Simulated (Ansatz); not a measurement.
This is a single-point calculation with Ansatz on SnSe in the rocksalt structure; the level of theory is r2SCAN. The cell was relaxed with r2SCAN and then strained (isotropic -5.69 % on every length), with the atoms relaxed again with r2SCAN; k points keep the names of the unstrained zone.

The input:
```yaml
crystal:
  lattice:
    - [0.0, 2.8312929131, 2.8312929131]
    - [2.8312929131, 0.0, 2.8312929131]
    - [2.8312929131, 2.8312929131, 0.0]
  atoms:
    - { symbol: Sn, position: [0.0, 0.0, 0.0] }
    - { symbol: Se, position: [0.5, 0.5, 0.5] }
kpoints:
  mp_grid: { grid: [8, 8, 8] }
  band_path:
    path:
      - [0.0, 0.0, 0.0]
      - [0.5, 0.0, 0.5]
      - [0.625, 0.25, 0.625]
      - [0.375, 0.375, 0.75]
      - [0.5, 0.5, 0.5]
      - [0.5, 0.25, 0.75]
      - [0.5, 0.475, 0.525]
      - [0.0, 0.195964, -0.195313]
      - [-0.079997, -0.041097, 0.463298]
    npoints: 1
hamiltonian:
  xc: r2scan
scf:
  occupations: { method: fermi_dirac, width: 0.02 }
  n_extra_bands: 4
output:
  forces: true
  stress: true
  eigenvalues: true
```

Run as `ansatz run input.yaml --threads 4 --pin off --max-ram 3686MiB --backend cpu --events-out ev --progress --plain --runs-dir out`.

Output, abridged:
```
Functional definition: r2SCAN
Crystal: 2 atoms, lattice volume = 45.393 Å³
Basis set: ecut = 500 eV, 1139 PW (Γ)
Bands: 19, of which v1, the nominal top of the filled ones, is band 15 counted from 1 (14 counted from 0)
Symmetry: 48 space group operations
Space group: Fm-3m (ITA 225)
k-points: 29 of 512
SCF iter   1: HF=-11517.221852 eV  Δρ=4.53e-3  dr2=8.79e-3
preconditioner: auto → none  [σ=0.020 eV  ℏωp=24.6 eV]
SCF iter   2: HF=-11517.247206 eV  Δρ=1.67e-3  dr2=9.29e-4
SCF iter   3: HF=-11517.247456 eV  Δρ=6.23e-4  dr2=1.25e-4
SCF iter   4: HF=-11517.247491 eV  Δρ=5.64e-5  dr2=1.01e-6
SCF iter   5: HF=-11517.247491 eV  Δρ=1.45e-5  dr2=1.39e-7
SCF iter   6: HF=-11517.247491 eV  Δρ=5.63e-6  dr2=7.14e-9
SCF 1 converged in 6 iterations: F = -11517.247491 eV  dr2 = 7.14e-9
NSCF: frozen V_eff on 9 k-points
Free energy (F): -11517.247491 eV
Fermi energy:    12.616704 eV
--- Stress (GPa, compression-positive) ---
       14.305407       0.000000       0.000000
        0.000000      14.305407       0.000000
        0.000000       0.000000      14.305407
  P = ⅓ Tr σ = 14.3054 GPa (143.054 kbar)
--- Band table (eV; the first three rows and the last of 29) ---
  k-point 0: bands = […, -10.5052, -4.0445, 7.6765, 8.9100, 8.9100, 8.9100, 17.2565, 17.2565, 17.2565, 17.9256]
  k-point 1: bands = […, -10.5017, -3.8877, 6.2767, 8.9371, 8.9371, 10.1153, 16.0618, 16.1424, 16.1424, 18.1178]
  k-point 2: bands = […, -10.4921, -3.4540, 4.4800, 9.0278, 9.0278, 11.2937, 14.6242, 14.6242, 14.6996, 18.5277]
  k-point 28: bands = […, -10.4669, -2.0267, 4.1116, 5.7162, 5.7162, 11.1519, 13.7524, 17.2729, 17.2729, 20.5150]
```

The rows of the band table are 0: (0, 0, 0) = Γ, 1: (0, 0, 1/8), 2: (0, 0, 1/4), 28: (1/4, -1/2, -1/4) = W.

bands.tsv, columns around the gap (it counts bands from 0):
```tsv
# k_distance	band_10	band_11	band_12	band_13	band_14	band_15	band_16	band_17	band_18
# fermi_ev = 12.616704
# [0, 0, 0] at k_distance = 0.000000
# [0.5, 0, 0.5] at k_distance = 1.109596
# [0.625, 0.25, 0.625] at k_distance = 1.501898
# [0.375, 0.375, 0.75] at k_distance = 2.181384
# [0.5, 0.5, 0.5] at k_distance = 2.860871
# [0.5, 0.25, 0.75] at k_distance = 3.645474
# [0.5, 0.475, 0.525] at k_distance = 4.351617
# [0, 0.195964, -0.195313] at k_distance = 5.535718
# [-0.079997, -0.041097, 0.463298] at k_distance = 7.052584
# levels_relative_to = fermi_ev
0.000	-16.661	-4.940	-3.707	-3.707	-3.707	4.640	4.640	4.640	5.309
1.110	-14.676	-7.853	-6.882	-5.560	-5.560	1.966	6.158	6.158	7.040
1.502	-14.702	-8.734	-7.345	-4.951	-3.539	3.089	3.675	5.309	5.888
2.181	-14.702	-8.734	-7.345	-4.951	-3.539	3.089	3.675	5.309	5.888
2.861	-15.220	-10.190	-3.373	-3.373	-0.584	0.491	0.491	0.860	8.705
3.645	-14.643	-8.505	-6.901	-6.901	-1.465	1.136	4.656	4.656	7.898
4.352	-15.208	-10.167	-3.562	-3.429	-0.424	-0.044	0.581	1.474	8.522
5.536	-15.731	-8.557	-5.262	-3.207	-0.237	0.403	1.058	3.735	6.561
7.053	-15.189	-10.132	-3.812	-3.518	-0.397	-0.240	0.741	1.952	8.293
```
In order the rows are Γ, X, U, K, L, W, (1/2, 0.475, 0.525), Γ–K (0.52), (-0.080, -0.041, 0.463).

With r2SCAN the valence top at Γ–K (0.52 of the way from Γ) and the conduction bottom at k = (-0.080, -0.041, 0.463) reach the same energy, so the least gap is zero; the least direct gap is 0.16 eV. The gap is the least over the mesh and the extra points. The mean pressure is +14.31 GPa (compression positive), so r2SCAN would enlarge the cell's volume.

No spin polarisation and no zero-point or thermal motion; the cell was built from a prototype and may be hypothetical.

Spin-orbit coupling is left out, which matters wherever the heavy atoms make up the band edges.
